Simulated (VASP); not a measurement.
# CdH2 (Fm-3m) in VASP: electric field gradients with PBE

Aim: the electric field gradients of CdH2 with PBE.

All numbers are computed with VASP 6.6.1; they aren't measurements. Logs are shortened: lines on timing, memory, paths and dates and some standing lists are left out, and cuts for length are marked.

### 1 The crystal as given

The structure is cubic, space group Fm-3m (No. 225). The conventional cell has a = 5.106 Å, b = 5.106 Å, c = 5.106 Å, α = 90.00°, β = 90.00°, γ = 90.00°. Around Cd (site symmetry m-3m) lie 8 H at 2.21 Å. H (site symmetry -43m) is surrounded by 4 Cd at 2.21 Å.

The cell comes from a database or a generator and needn't be the stable form of this composition.

### 2 Electric field gradients, PBE

Input file INCAR:

```
  PREC = Accurate
  ENCUT = 520
  EDIFF = 1E-8
  ISMEAR = -1
  SIGMA = 0.05
  LREAL = False
  LASPH = True
  NELM = 60
  ALGO = Fast
  ISIF = 2
  LWAVE = False
  LCHARG = False
  GGA = PE
  LEFG = True
  NBANDS = 14
```

Input file KPOINTS:

```
regular mesh
0
Gamma
  11 11 11
```

Input file POSCAR:

```
CdH2
1.0
    0.0000000000      2.5527748203      2.5527748203
    2.5527748203      0.0000000000      2.5527748203
    2.5527748203      2.5527748203      0.0000000000
Cd H
1 2
Direct
    0.0000000000      0.0000000000      0.0000000000
    0.2500000000      0.2500000000      0.2500000000
    0.7500000000      0.7500000000      0.7500000000
```

Potentials or basis: VASP PAW PBE potentials, release 64 (Cd, H).

The run is started by

```console
> cat potpaw_PBE.64/Cd/POTCAR potpaw_PBE.64/H/POTCAR > POTCAR
> mpirun -np 1 vasp_std > vasp.out
```

OUTCAR:

```text
PREC = Accurate
   ENCUT = 520
   EDIFF = 1E-8
   ISMEAR = -1
   LREAL = False
   LASPH = True
   NELM = 60
   ISIF = 2
   GGA = PE

 ion  position               nearest neighbor table
   1  0.000  0.000  0.000-   3 2.21   3 2.21   3 2.21   2 2.21   3 2.21   2 2.21   2 2.21   2 2.21

   2  0.250  0.250  0.250-   1 2.21   1 2.21   1 2.21   1 2.21
   3  0.750  0.750  0.750-   1 2.21   1 2.21   1 2.21   1 2.21

  LATTYP: Found a face centered cubic cell.
 ALAT       =     5.1055496406

  Lattice vectors:

 A1 = (   0.0000000000,   2.5527748203,   2.5527748203)
 A2 = (   2.5527748203,   0.0000000000,   2.5527748203)
 A3 = (   2.5527748203,   2.5527748203,   0.0000000000)

Analysis of symmetry for initial positions (statically):
=====================================================================
 Subroutine PRICEL returns:
 Original cell was already a primitive cell.

 Routine SETGRP: Setting up the symmetry group for a
 face centered cubic supercell.

 Subroutine GETGRP returns: Found 48 space group operations
 (whereof 48 operations were pure point group operations)
 out of a pool of 48 trial point group operations.

The static configuration has the point symmetry O_h .

Analysis of symmetry for dynamics (positions and initial velocities):
=====================================================================
 Subroutine PRICEL returns:
 Original cell was already a primitive cell.

 Routine SETGRP: Setting up the symmetry group for a
 face centered cubic supercell.

 Subroutine GETGRP returns: Found 48 space group operations
 (whereof 48 operations were pure point group operations)
 out of a pool of 48 trial point group operations.

The dynamic configuration has the point symmetry O_h .

 Subroutine INISYM returns: Found 48 space group operations
 (whereof 48 operations are pure point group operations),
 and found     1 'primitive' translations

----------------------------------------------------------------------------------------

                                     Primitive cell

  volume of cell :      33.2711

  direct lattice vectors                    reciprocal lattice vectors
     0.000000000  2.552774820  2.552774820    -0.195865298  0.195865298  0.195865298
     2.552774820  0.000000000  2.552774820     0.195865298 -0.195865298  0.195865298
     2.552774820  2.552774820  0.000000000     0.195865298  0.195865298 -0.195865298

  length of vectors
     3.610168773  3.610168773  3.610168773     0.339248647  0.339248647  0.339248647

  position of ions in fractional coordinates (direct lattice)
     0.000000000  0.000000000  0.000000000
     0.250000000  0.250000000  0.250000000
     0.750000000  0.750000000  0.750000000

  ion indices of the primitive-cell ions
   primitive index   ion index
                 1           1
                 2           2
                 3           3

----------------------------------------------------------------------------------------

 KPOINTS: regular mesh

Automatic generation of k-mesh.
 Grid dimensions read from file:
 generate k-points for:   11   11   11

 Generating k-lattice:

  Cartesian coordinates                     Fractional coordinates (reciprocal lattice)
    -0.017805936  0.017805936  0.017805936     0.090909091  0.000000000  0.000000000
     0.017805936 -0.017805936  0.017805936     0.000000000  0.090909091  0.000000000
     0.017805936  0.017805936 -0.017805936     0.000000000  0.000000000  0.090909091

  Length of vectors
     0.030840786  0.030840786  0.030840786

  Shift w.r.t. Gamma in fractional coordinates (k-lattice)
     0.000000000  0.000000000  0.000000000

 Subroutine IBZKPT returns following result:
[... 41 lines left out ...]
   ISTART =      0    job   : 0-new  1-cont  2-samecut
   ICHARG =      2    charge: 1-file 2-atom 10-const
   ISPIN  =      1    spin polarized calculation?
   LNONCOLLINEAR =      F non collinear calculations
   LSORBIT =      F    spin-orbit coupling
   LASPH  =      T    aspherical Exc in radial PAW
   ENCUT  =  520.0 eV  38.22 Ry    6.18 a.u.   6.71  6.71  6.71*2*pi/ulx,y,z
   NELM   =     60;   NELMIN=  2; NELMDL= -5     # of ELM steps
   EDIFF  = 0.1E-07   stopping-criterion for ELM
   LREAL  =      F    real-space projection
   EDIFFG = 0.1E-06   stopping-criterion for IOM
   NSW    =      0    number of steps for IOM
   IBRION =     -1    ionic relax: 0-MD 1-quasi-New 2-CG
   NFREE  =      0    steps in history (QN), initial steepest desc. (CG)
   ISIF   =      2    stress and relaxation
   ISYM   =      2    0-nonsym 1-usesym 2-fastsym
   POTIM  = 0.5000    time-step for ionic-motion
   TEBEG  =    0.0;   TEEND  =   0.0 temperature during run
   PSTRESS=    0.0 pullay stress
   NELECT =      14.0000    total number of electrons
   NUPDOWN=      -1.0000    fix difference up-down
   EMIN   =  10.00;   EMAX   =-10.00  energy-range for DOS
   EFERMI =   0.00;   METHOD = LEGACY
   ISMEAR =    -1;   SIGMA  =   0.05  broadening in eV -4-tet -1-fermi 0-gaus
   EFERMI_NEDOS =   21; number of points for ismear=-14 and -15
   IALGO  =     68    algorithm
   IMIX   =      4    mixing-type and parameters
     AMIX     =   0.40;   BMIX     =  1.00
     AMIX_MAG =   1.60;   BMIX_MAG =  1.00
  volume/ion in A,a.u.               =      11.09        74.84
  Fermi-wavevector in a.u.,A,eV,Ry     =   1.226766  2.318251 20.476148  1.504954
  Thomas-Fermi vector in A             =   2.361754
   LORBIT       =      0    0 simple, 1 ext, 2 COOP (PROOUT), +10 PAW based schemes
   GGA     = PE    functional components
   LHFCALC =     F    Hartree Fock is set to
   AEXX    =    0.0000 exact exchange contribution
   IVDW    =     0    specifies the selected vdW correction
   LEPSILON=     F    determine dielectric tensor
   LRPA    =     F    only Hartree local field effects (RPA)
 non-spin polarized calculation
 RMM-DIIS sequential band-by-band and
  energy-cutoff  :      520.00
  volume of cell :       33.27
 maximum number of plane-waves:       914
   NGX = 13   NGY = 13   NGZ = 13

 number of electron      14.0000005 magnetization

 Free energy of the ion-electron system (eV)
  ---------------------------------------------------
  ext. energy  EPLUGINS =         0.00000000
  ---------------------------------------------------
  free energy    TOTEN  =        -5.82222500 eV

  energy without entropy =       -5.81606555  energy(sigma->0) =       -5.81914528

 E-fermi :   1.2691     XC(G=0):  -9.9193

 val. band max:        1.2571682947   @ k =  -0.4545   0.3636   0.0000
 cond. band min:       1.3301599947   @ k =   0.2727   0.1818   0.0909
 fundamental gap:      0.0729917000
 Fermi energy:         1.2691040359

 k-point     1 :       0.0000    0.0000    0.0000
  band No.  band energies     occupation
      1      -8.0195      2.00000
      2      -7.2863      2.00000
      3      -7.2863      2.00000
      4      -7.2863      2.00000
      5      -7.0371      2.00000
      6      -7.0371      2.00000
      7       1.6837      0.00050
      8      11.6800      0.00000
      9      11.7499      0.00000
     10      11.7499      0.00000
     11      11.7499      0.00000
     12      13.4159      0.00000
     13      13.4159      0.00000
     14      13.4159      0.00000
[... 377 lines left out ...]
      1      -7.5225      2.00000
      2      -7.4534      2.00000
      3      -7.1538      2.00000
      4      -7.0887      2.00000
      5      -7.0705      2.00000
      6      -6.1496      2.00000
      7       0.7457      1.99994
      8       5.2682      0.00000
      9       8.5269      0.00000
     10       9.2821      0.00000
     11      10.5506      0.00000
     12      14.4566      0.00000
     13      14.9195      0.00000
     14      15.9953      0.00000

 [... further k-points ...]

------------------------ aborting loop because EDIFF is reached ----------------------------------------

  FORCE on cell =-STRESS in cart. coord.  units (eV):
  Direction    XX          YY          ZZ          XY          YZ          ZX
  --------------------------------------------------------------------------------------
  -------------------------------------------------------------------------------------
  Total        0.0523148      0.0523148      0.0523148     -0.0000000     -0.0000000      0.0000000
  in kB        2.5192268      2.5192268      2.5192268     -0.0000000     -0.0000000      0.0000000
  external PRESSURE =       2.5192268 kB  Pullay stress =       0.0000000 kB

 VOLUME and BASIS-vectors are now :
 -----------------------------------------------------------------------------
  energy-cutoff  :      520.00
  volume of cell :       33.27
      direct lattice vectors                 reciprocal lattice vectors
     0.000000000  2.552774820  2.552774820    -0.195865298  0.195865298  0.195865298
     2.552774820  0.000000000  2.552774820     0.195865298 -0.195865298  0.195865298
     2.552774820  2.552774820  0.000000000     0.195865298  0.195865298 -0.195865298

 POSITION                                       TOTAL-FORCE (eV/Angst)
 -----------------------------------------------------------------------------------
      0.00000      0.00000      0.00000        -0.000000      0.000000     -0.000000
      1.27639      1.27639      1.27639         0.000000      0.000000     -0.000000
      3.82916      3.82916      3.82916        -0.000000     -0.000000      0.000000
 -----------------------------------------------------------------------------------
    total drift:                               -0.000000     -0.000000      0.000000

  FREE ENERGIE OF THE ION-ELECTRON SYSTEM (eV)
  ---------------------------------------------------
  free  energy   TOTEN  =        -5.8222250022 eV

  energy  without entropy=       -5.8160655479  energy(sigma->0) =       -5.81914528

 Electric field gradients (V/A^2)
---------------------------------------------------------------------
 ion       V_xx      V_yy      V_zz      V_xy      V_xz      V_yz
---------------------------------------------------------------------
   1       0.000     0.000    -0.000     0.002     0.002     0.002
   2       0.000     0.000     0.000    -0.000    -0.000    -0.000
   3      -0.000     0.000     0.000    -0.000    -0.000    -0.000
---------------------------------------------------------------------

 Electric field gradients after diagonalization (V/A^2)
 (convention: |V_zz| > |V_xx| > |V_yy|)
----------------------------------------------------------------------
 ion       V_xx      V_yy      V_zz     asymmetry (V_yy - V_xx)/ V_zz
----------------------------------------------------------------------
   1      -0.002    -0.002     0.003       0.000
   2       0.000     0.000    -0.000       0.000
   3       0.000     0.000    -0.000       0.000
----------------------------------------------------------------------

           NMR quadrupolar parameters

 Cq : quadrupolar parameter    Cq=e*Q*V_zz/h
 eta: asymmetry parameters     (V_yy - V_xx)/ V_zz
 Q  : nuclear electric quadrupole moment in mb (millibarn)
----------------------------------------------------------------------
 ion       Cq(MHz)       eta       Q (mb)
----------------------------------------------------------------------
   1       0.000       0.000       1.000
   2      -0.000       0.000       1.000
   3      -0.000       0.000       1.000
----------------------------------------------------------------------
```

Wall time 25 s (1 thread of Intel Xeon Platinum 8375C at 2.90GHz (Ice Lake), shared host); peak memory 0.16 GiB.

Results:

```yaml
Free_energy: -5.8222 eV
Pressure: 0.3 GPa
Band_gap_on_the_k_mesh: none (metal or under the smearing width)
```

Levels at points of the mesh, in eV from the Fermi level:
```csv
k point,band 5,band 6,band 7,band 8,band 9,band 10
"(0.00, 0.00, 0.00)",-8.31,-8.31,0.41,10.41,10.48,10.48
```

Electric field gradients, principal values (V/Å²):
```
atom     Vxx     Vyy    Vzz
1 Cd  -0.002  -0.002  0.003
 2 H   0.000   0.000  0.000
 3 H   0.000   0.000  0.000
```
